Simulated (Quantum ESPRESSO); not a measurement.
# CuO (P-6m2) in Quantum ESPRESSO: settings compared

The runs below take CuO through projected density of states, with LDA, LDA+U.

All numbers are computed with Quantum ESPRESSO 7.5; they aren't measurements. Logs are shortened: lines on timing, memory, paths and dates and some standing lists are left out, and cuts for length are marked.

## (1) Starting point

It takes space group P-6m2 (No. 187, hexagonal). Conventional cell: a = 2.836 Å, b = 2.836 Å, c = 2.768 Å, α = 90.00°, β = 90.00°, γ = 120.00°. Cu (site symmetry -6m2) has 6 O at 2.14 Å as nearest neighbours. Around O (site symmetry -6m2) lie 6 Cu at 2.14 Å.

Measurements of this composition are mostly on another form, of space group No. 15.

## (2) Projected density of states, LDA

pw.in

```
&CONTROL
  calculation = 'scf'
  prefix = 'pwscf'
  outdir = './tmp'
  pseudo_dir = './pseudo'
  tprnfor = .true.
  tstress = .true.
  disk_io = 'low'
/
&SYSTEM
  ibrav = 0
  nat = 2
  ntyp = 2
  ecutwfc = 55
  ecutrho = 440
  nbnd = 15
  input_dft = 'pz'
  occupations = 'smearing'
  smearing = 'fd'
  degauss = 0.00367493
/
&ELECTRONS
  conv_thr = 4d-10
  electron_maxstep = 120
  mixing_beta = 0.5
/
ATOMIC_SPECIES
Cu    63.5460 Cu.paw.z_11.ld1.psl.v1.0.0-low.upf
O     15.9990 O.pbe-n-kjpaw_psl.0.1.UPF
CELL_PARAMETERS bohr
   5.3598776583    0.0000000000    0.0000000000
  -2.6799388197    4.6417902158    0.0000000000
   0.0000000000    0.0000000000    5.2309750363
ATOMIC_POSITIONS bohr
Cu     0.0000000000    0.0000000000    0.0000000000
O      2.6799388323    1.5472634053    2.6154875181
K_POINTS automatic
11 11 10 0 0 0
```

nscf.in

```
&CONTROL
  calculation = 'nscf'
  prefix = 'pwscf'
  outdir = './tmp'
  pseudo_dir = './pseudo'
  disk_io = 'low'
/
&SYSTEM
  ibrav = 0
  nat = 2
  ntyp = 2
  ecutwfc = 55
  ecutrho = 440
  nbnd = 15
  input_dft = 'pz'
  occupations = 'tetrahedra_opt'
/
&ELECTRONS
  conv_thr = 1d-08
  electron_maxstep = 120
  mixing_beta = 0.5
/
ATOMIC_SPECIES
Cu    63.5460 Cu.paw.z_11.ld1.psl.v1.0.0-low.upf
O     15.9990 O.pbe-n-kjpaw_psl.0.1.UPF
CELL_PARAMETERS bohr
   5.3598776583    0.0000000000    0.0000000000
  -2.6799388197    4.6417902158    0.0000000000
   0.0000000000    0.0000000000    5.2309750363
ATOMIC_POSITIONS bohr
Cu     0.0000000000    0.0000000000    0.0000000000
O      2.6799388323    1.5472634053    2.6154875181
K_POINTS automatic
17 17 15 0 0 0
```

projwfc.in

```
&PROJWFC
  prefix = 'pwscf'
  outdir = './tmp'
  filpdos = 'p'
  Emin = -5
  Emax = 20
  DeltaE = 0.05
/
```

Potentials or basis: SSSP 1.3 efficiency PBE.

Run with:

```sh
$ OMP_NUM_THREADS=1 pw.x -in pw.in > pw.out
$ OMP_NUM_THREADS=1 pw.x -in nscf.in > nscf.out
$ OMP_NUM_THREADS=1 projwfc.x -in projwfc.in > projwfc.out
```

pw.out:

```text
This program is part of the open-source Quantum ESPRESSO suite
     for quantum simulation of materials; please cite
         "P. Giannozzi et al., J. Phys.:Condens. Matter 21 395502 (2009);
         "P. Giannozzi et al., J. Phys.:Condens. Matter 29 465901 (2017);
         "P. Giannozzi et al., J. Chem. Phys. 152 154105 (2020);
     in publications or presentations arising from this work. More details at

     file Cu.paw.z_11.ld1.psl.v1.0.0-low.upf: wavefunction(s)  4S 3D renormalized
     file O.pbe-n-kjpaw_psl.0.1.UPF: wavefunction(s)  2P renormalized

     IMPORTANT: XC functional enforced from input :
     Exchange-correlation= PZ
                           (   1   1   0   0   0   0   0)
     Any further DFT definition will be discarded
     Please, verify this is what you really want

     Message from routine setup:
     using ibrav=0 with symmetry is DISCOURAGED, use correct ibrav instead

     G-vector sticks info
     --------------------
     sticks:   dense  smooth     PW     G-vecs:    dense   smooth      PW
     Sum         859     433    139                20213     7165    1279

     Using Slab Decomposition

     bravais-lattice index     =            0
     lattice parameter (alat)  =       5.3599  a.u.
     unit-cell volume          =     130.1437 (a.u.)^3
     number of atoms/cell      =            2
     number of atomic types    =            2
     number of electrons       =        17.00
     number of Kohn-Sham states=           15
     kinetic-energy cutoff     =      55.0000  Ry
     charge density cutoff     =     440.0000  Ry
     scf convergence threshold =      4.0E-10
     mixing beta               =       0.5000
     number of iterations used =            8  plain     mixing
     Exchange-correlation= PZ
                           (   1   1   0   0   0   0   0)

     celldm(1)=   5.359878  celldm(2)=   0.000000  celldm(3)=   0.000000
     celldm(4)=   0.000000  celldm(5)=   0.000000  celldm(6)=   0.000000

     crystal axes: (cart. coord. in units of alat)
               a(1) = (   1.000000   0.000000   0.000000 )
               a(2) = (  -0.500000   0.866025   0.000000 )
               a(3) = (   0.000000   0.000000   0.975950 )

     reciprocal axes: (cart. coord. in units 2 pi/alat)
               b(1) = (  1.000000  0.577350 -0.000000 )
               b(2) = (  0.000000  1.154701  0.000000 )
               b(3) = (  0.000000 -0.000000  1.024642 )

     PseudoPot. # 1 for Cu read from file:
     Cu.paw.z_11.ld1.psl.v1.0.0-low.upf
     Pseudo is Projector augmented-wave + core cor, Zval = 11.0
     Generated using &quot;atomic&quot; code by A. Dal Corso  v.6.3MaX
     Shape of augmentation charge: PSQ
     Using radial grid of 1199 points,  6 beta functions with:
                l(1) =   0
                l(2) =   0
                l(3) =   1
                l(4) =   1
                l(5) =   2
                l(6) =   2
     Q(r) pseudized with 0 coefficients

     PseudoPot. # 2 for O  read from file:
     O.pbe-n-kjpaw_psl.0.1.UPF
     Pseudo is Projector augmented-wave + core cor, Zval =  6.0
     Generated using "atomic" code by A. Dal Corso  v.5.0.99 svn rev. 10869
     Shape of augmentation charge: BESSEL
     Using radial grid of 1095 points,  4 beta functions with:
                l(1) =   0
                l(2) =   0
                l(3) =   1
                l(4) =   1
     Q(r) pseudized with 0 coefficients

     atomic species   valence    mass     pseudopotential
     Cu               11.00    63.54600     Cu( 1.00)
     O                 6.00    15.99900     O ( 1.00)

     12 Sym. Ops. (no inversion) found

   Cartesian axes

     site n.     atom                  positions (alat units)
         1        Cu     tau(   1) = (   0.0000000   0.0000000   0.0000000  )
         2        O      tau(   2) = (   0.5000000   0.2886751   0.4879752  )

     number of k points=    96  Fermi-Dirac smearing, width (Ry)=  0.0037
                       cart. coord. in units 2pi/alat
        k(    1) = (   0.0000000   0.0000000   0.0000000), wk =   0.0016529
        k(    2) = (   0.0000000   0.0000000   0.1024642), wk =   0.0033058
        k(    3) = (   0.0000000   0.0000000   0.2049284), wk =   0.0033058
        k(    4) = (   0.0000000   0.0000000   0.3073927), wk =   0.0033058
        k(    5) = (   0.0000000   0.0000000   0.4098569), wk =   0.0033058
        k(    6) = (   0.0000000   0.0000000  -0.5123211), wk =   0.0016529
[... 88 lines left out ...]
        k(   95) = (   0.2727273   0.5773503   0.4098569), wk =   0.0198347
        k(   96) = (   0.2727273   0.5773503  -0.5123211), wk =   0.0099174

     Dense  grid:    20213 G-vectors     FFT dimensions: (  36,  36,  36)

     Smooth grid:     7165 G-vectors     FFT dimensions: (  25,  25,  25)

     Initial potential from superposition of free atoms

     starting charge      16.9998, renormalised to      17.0000
     Starting wfcs are   13 randomized atomic wfcs +    2 random wfcs

     Self-consistent Calculation

     iteration #  1     ecut=    55.00 Ry     beta= 0.50
     Davidson diagonalization with overlap
     ethr =  1.00E-02,  avg # of iterations =  5.0

     total energy              =    -248.39271987 Ry
     estimated scf accuracy    <       0.47761379 Ry

     iteration #  2     ecut=    55.00 Ry     beta= 0.50
     Davidson diagonalization with overlap
     ethr =  2.81E-03,  avg # of iterations =  2.0

     total energy              =    -248.47595074 Ry
     estimated scf accuracy    <       1.30152922 Ry

     iteration #  3     ecut=    55.00 Ry     beta= 0.50
     Davidson diagonalization with overlap
     ethr =  2.81E-03,  avg # of iterations =  2.0

     total energy              =    -248.63995569 Ry
     estimated scf accuracy    <       0.00370402 Ry

     iteration #  4     ecut=    55.00 Ry     beta= 0.50
     Davidson diagonalization with overlap
     ethr =  2.18E-05,  avg # of iterations =  2.7

     total energy              =    -248.64041817 Ry
     estimated scf accuracy    <       0.00066860 Ry

     iteration #  5     ecut=    55.00 Ry     beta= 0.50
     Davidson diagonalization with overlap
     ethr =  3.93E-06,  avg # of iterations =  2.3

     total energy              =    -248.64047578 Ry
     estimated scf accuracy    <       0.00006000 Ry

     iteration #  6     ecut=    55.00 Ry     beta= 0.50
     Davidson diagonalization with overlap
     ethr =  3.53E-07,  avg # of iterations =  1.9

     total energy              =    -248.64048498 Ry
     estimated scf accuracy    <       0.00000139 Ry

     iteration #  7     ecut=    55.00 Ry     beta= 0.50
     Davidson diagonalization with overlap
     ethr =  8.18E-09,  avg # of iterations =  3.1

     total energy              =    -248.64048542 Ry
     estimated scf accuracy    <       0.00000045 Ry

     iteration #  8     ecut=    55.00 Ry     beta= 0.50
     Davidson diagonalization with overlap
     ethr =  2.63E-09,  avg # of iterations =  1.5

     total energy              =    -248.64048550 Ry
     estimated scf accuracy    <       0.00000017 Ry

     iteration #  9     ecut=    55.00 Ry     beta= 0.50
     Davidson diagonalization with overlap
     ethr =  9.99E-10,  avg # of iterations =  1.0

     total energy              =    -248.64048552 Ry
     estimated scf accuracy    <          1.8E-09 Ry

     iteration # 10     ecut=    55.00 Ry     beta= 0.50
     Davidson diagonalization with overlap
     ethr =  1.07E-11,  avg # of iterations =  2.5

     total energy              =    -248.64048552 Ry
     estimated scf accuracy    <          1.2E-09 Ry

     iteration # 11     ecut=    55.00 Ry     beta= 0.50
     Davidson diagonalization with overlap
     ethr =  7.10E-12,  avg # of iterations =  1.1

     End of self-consistent calculation

          k = 0.0000 0.0000 0.0000 (   889 PWs)   bands (ev):

    -9.3016   6.0791   6.0791   6.4514   7.0425   7.9008   7.9008   9.5531
     9.5531  10.7245  24.7117  26.1034  26.1034  28.0497  30.6732

          k = 0.0000 0.0000 0.1025 (   889 PWs)   bands (ev):

    -9.2165   5.7271   6.1223   6.1223   7.2112   7.8236   7.8236   9.5755
     9.5755  11.3278  23.9981  26.3268  26.3268  28.6138  30.9944

          k = 0.0000 0.0000 0.2049 (   888 PWs)   bands (ev):

    -8.9823   4.4014   6.2334   6.2334   7.4849   7.6541   7.6541   9.6024
     9.6024  12.5575  22.4141  26.9879  26.9879  29.9927  31.7453

          k = 0.0000 0.0000 0.3074 (   906 PWs)   bands (ev):

    -8.6659   3.1219   6.3575   6.3575   7.5078   7.5078   7.8058   9.5820
     9.5820  13.9257  20.5548  28.0516  28.0516  31.5131  32.8371

          k = 0.0000 0.0000 0.4099 (   918 PWs)   bands (ev):

    -8.3824   2.2079   6.4320   6.4320   7.4530   7.4530   8.0734   9.5254
     9.5254  15.3621  18.7022  29.4062  29.4062  32.1438  32.1438

          k = 0.0000 0.0000-0.5123 (   912 PWs)   bands (ev):

    -8.2660   1.8741   6.4504   6.4504   7.4515   7.4515   8.1785   9.4939
     9.4939  16.7085  17.1938  30.3608  30.3608  31.9301  31.9301

          k = 0.0000 0.1050 0.0000 (   895 PWs)   bands (ev):

    -9.2138   5.7655   6.1260   6.5147   6.7755   7.8916   8.2221   9.1127
     9.4699  11.4008  24.7191  24.9439  26.2158  27.9108  31.9455

          k = 0.0000 0.1050 0.1025 (   892 PWs)   bands (ev):

    -9.1309   5.7012   5.8597   6.1592   7.0644   7.8147   8.0788   9.2243
     9.5096  11.9012  24.0759  25.0544  26.4051  28.4220  32.2573

          k = 0.0000 0.1050 0.2049 (   894 PWs)   bands (ev):

    -8.9028   4.4577   5.9857   6.2390   7.3001   7.6551   7.8922   9.3393
     9.5772  12.9996  22.5003  25.5889  26.9524  29.5967  32.8428

          k = 0.0000 0.1050 0.3074 (   901 PWs)   bands (ev):

    -8.5955   3.2238   6.1637   6.3132   7.3953   7.5348   7.9230   9.3544
     9.6052  14.2630  20.6699  26.4511  27.7749  30.5763  32.8029

          k = 0.0000 0.1050 0.4099 (   906 PWs)   bands (ev):

    -8.3210   2.3372   6.2868   6.3419   7.3875   7.5047   8.1197   9.2984
     9.5893  15.5848  18.8921  27.5636  28.6366  30.2372  32.2654

          k = 0.0000 0.1050-0.5123 (   902 PWs)   bands (ev):

    -8.2087   2.0128   6.3244   6.3437   7.3906   7.5107   8.2174   9.2591
     9.5744  16.6548  17.6477  28.4783  29.0373  29.4557  32.2174

          k = 0.0000 0.2099 0.0000 (   899 PWs)   bands (ev):

    -8.9688   4.9849   6.2575   6.3718   6.6520   7.8669   8.6305   8.7717
     9.2481  12.5016  22.8100  25.0850  26.4570  27.5818  32.7502

          k = 0.0000 0.2099 0.1025 (   898 PWs)   bands (ev):

    -8.8919   5.0323   5.7749   6.2562   6.9115   7.7998   8.4272   8.8698
     9.3314  12.9394  22.8695  24.4667  26.5438  27.8299  33.2074
[... 363 lines left out ...]
    -7.7706   3.7796   4.8028   5.1824   7.3648   8.0382   8.2921   8.5449
     9.6051  16.9390  18.9650  22.0506  24.6441  27.1435  33.3024

          k = 0.2727 0.4724 0.3074 (   887 PWs)   bands (ev):

    -7.6011   4.0192   4.3835   5.0753   7.4118   8.1099   8.2918   8.8976
     9.5737  16.3918  18.6107  22.6286  23.5805  25.6966  34.4207

          k = 0.2727 0.4724 0.4099 (   894 PWs)   bands (ev):

    -7.4561   3.9395   4.0727   5.3172   7.4521   8.1025   8.2813   8.9508
     9.9564  15.7067  18.2297  22.1547  24.0185  24.9464  34.9788

          k = 0.2727 0.4724-0.5123 (   892 PWs)   bands (ev):

    -7.3986   3.7653   4.0655   5.4659   7.4609   8.1202   8.2460   8.9520
    10.1671  15.3957  18.0542  21.8917  24.3758  24.6756  35.0446

          k = 0.2727 0.5774 0.0000 (   908 PWs)   bands (ev):

    -7.8723   3.4956   4.7190   5.7055   7.5618   7.6703   8.0212   8.1392
    10.2002  18.0438  18.7692  20.5485  27.8793  31.2757  31.4970

          k = 0.2727 0.5774 0.1025 (   899 PWs)   bands (ev):

    -7.8264   3.6113   4.6676   5.5271   7.4409   7.9812   8.0558   8.1617
    10.0207  17.9927  18.6833  20.8240  26.6661  28.9517  32.9309

          k = 0.2727 0.5774 0.2049 (   885 PWs)   bands (ev):

    -7.7026   3.8807   4.6091   5.0615   7.4250   8.1091   8.1666   8.5598
     9.6618  17.5396  18.4579  21.6846  24.7609  26.9589  33.8202

          k = 0.2727 0.5774 0.3074 (   884 PWs)   bands (ev):

    -7.5416   4.0093   4.4880   4.8309   7.4679   8.1055   8.2197   9.1348
     9.4623  16.6935  18.0216  22.8024  23.3105  25.6661  34.5665

          k = 0.2727 0.5774 0.4099 (   888 PWs)   bands (ev):

    -7.4041   3.9487   4.0483   5.2366   7.5099   8.0754   8.2309   9.1668
     9.9101  15.8480  17.5121  22.3223  23.9057  24.9932  34.8651

          k = 0.2727 0.5774-0.5123 (   888 PWs)   bands (ev):

    -7.3496   3.8392   3.9548   5.4287   7.5255   8.0669   8.2173   9.1409
    10.1740  15.4794  17.2778  22.0450  24.3074  24.7807  34.8542

     the Fermi energy is     9.6715 ev

!    total energy              =    -248.64048552 Ry
     total all-electron energy =     -3454.367144 Ry
     estimated scf accuracy    <          7.9E-12 Ry
     smearing contrib. (-TS)   =      -0.00175186 Ry
     internal energy E=F+TS    =    -248.63873367 Ry

     The total energy is F=E-TS. E is the sum of the following terms:
     one-electron contribution =     -33.89309200 Ry
     hartree contribution      =      37.57169326 Ry
     xc contribution           =     -51.14548642 Ry
     ewald contribution        =    -107.07307456 Ry
     one-center paw contrib.   =     -94.09877396 Ry

     convergence has been achieved in  11 iterations

     Forces acting on atoms (cartesian axes, Ry/au):

     atom    1 type  1   force =     0.00000000    0.00000000    0.00000000
     atom    2 type  2   force =     0.00000000    0.00000000    0.00000000

     Total force =     0.000000     Total SCF correction =     0.000000

     Computing stress (Cartesian axis) and pressure

          total   stress  (Ry/bohr**3)                   (kbar)     P=     -165.17
  -0.00082587   0.00000000   0.00000000         -121.49        0.00        0.00
   0.00000000  -0.00082587   0.00000000            0.00     -121.49        0.00
   0.00000000   0.00000000  -0.00171665            0.00        0.00     -252.53

=------------------------------------------------------------------------------=
   JOB DONE.
=------------------------------------------------------------------------------=
```

Wall time 49 s (1 thread of Intel Xeon Platinum 8259CL at 2.50GHz (Skylake/Cascade Lake), shared host); peak memory 0.13 GiB.

Results:

```
Free energy            : -3382.9261 eV
Pressure               : -16.5 GPa
Band gap on the k mesh : none (metal or under the smearing width)
Loewdin charges        : Cu +0.41; O -0.39 e
```

States per cell in windows of 0.5 eV (zero at the Fermi level; states under -8 eV left out):
| from (eV) | total | Cu#1 d wfc3 | O#2 p wfc2 | Cu#1 p wfc2 | Cu#1 s wfc1 | O#2 s wfc1 |
| --- | --- | --- | --- | --- | --- | --- |
| -8.0 | 0.01 | 0.00 | 0.01 | 0.00 | 0.00 | 0.00 |
| -7.5 | 0.06 | 0.01 | 0.04 | 0.00 | 0.01 | 0.00 |
| -7.0 | 0.24 | 0.03 | 0.15 | 0.02 | 0.04 | 0.00 |
| -6.5 | 0.64 | 0.10 | 0.41 | 0.05 | 0.07 | 0.01 |
| -6.0 | 0.84 | 0.19 | 0.52 | 0.06 | 0.05 | 0.01 |
| -5.5 | 0.61 | 0.14 | 0.39 | 0.05 | 0.02 | 0.01 |
| -5.0 | 0.63 | 0.18 | 0.38 | 0.05 | 0.01 | 0.01 |
| -4.5 | 1.13 | 0.42 | 0.64 | 0.05 | 0.01 | 0.01 |
| -4.0 | 1.19 | 0.54 | 0.61 | 0.03 | 0.01 | 0.00 |
| -3.5 | 0.61 | 0.30 | 0.31 | 0.01 | 0.00 | 0.00 |
| -3.0 | 0.59 | 0.52 | 0.05 | 0.01 | 0.00 | 0.00 |
| -2.5 | 1.43 | 1.35 | 0.04 | 0.04 | 0.01 | 0.00 |
| -2.0 | 2.37 | 2.26 | 0.06 | 0.01 | 0.01 | 0.03 |
| -1.5 | 2.33 | 2.00 | 0.23 | 0.03 | 0.02 | 0.04 |
| -1.0 | 1.28 | 0.87 | 0.35 | 0.03 | 0.01 | 0.02 |
| -0.5 | 1.21 | 0.64 | 0.54 | 0.02 | 0.01 | 0.01 |
| 0.0 | 0.95 | 0.48 | 0.46 | 0.01 | 0.00 | 0.00 |
| 0.5 | 0.07 | 0.03 | 0.04 | 0.00 | 0.00 | 0.00 |
| 1.0 | 0.00 | 0.00 | 0.00 | 0.00 | 0.00 | 0.00 |
| 1.5 | 0.01 | 0.00 | 0.00 | 0.00 | 0.00 | 0.00 |
| 2.0 | 0.02 | 0.00 | 0.00 | 0.00 | 0.01 | 0.01 |
| 2.5 | 0.03 | 0.00 | 0.01 | 0.01 | 0.01 | 0.01 |
| 3.0 | 0.04 | 0.00 | 0.01 | 0.01 | 0.01 | 0.01 |
| 3.5 | 0.06 | 0.00 | 0.02 | 0.02 | 0.01 | 0.01 |
| 4.0 | 0.08 | 0.00 | 0.02 | 0.02 | 0.01 | 0.02 |
| 4.5 | 0.11 | 0.00 | 0.03 | 0.03 | 0.02 | 0.02 |
| 5.0 | 0.22 | 0.01 | 0.04 | 0.07 | 0.07 | 0.02 |
| 5.5 | 0.42 | 0.01 | 0.07 | 0.15 | 0.14 | 0.03 |
| 6.0 | 0.55 | 0.02 | 0.12 | 0.19 | 0.19 | 0.03 |
| 6.5 | 0.26 | 0.01 | 0.05 | 0.11 | 0.07 | 0.01 |
| 7.0 | 0.10 | 0.00 | 0.02 | 0.06 | 0.02 | 0.01 |
| 7.5 | 0.07 | 0.00 | 0.01 | 0.04 | 0.02 | 0.00 |

Caveat: the potentials were made for another functional, which shifts forces and pressure; an odd number of electrons without spin polarisation forces a metal; a magnetic or distorted state may lie lower; the run has no spin polarisation, though such a crystal can be magnetic; semilocal functionals often make such compounds metallic where correlation or magnetic order opens a gap, which also shifts bond lengths. With open d or f shells a metallic result of LDA can be an artefact of self-interaction; +U or a hybrid may open a gap.

(Continued in part 2 of 3.)
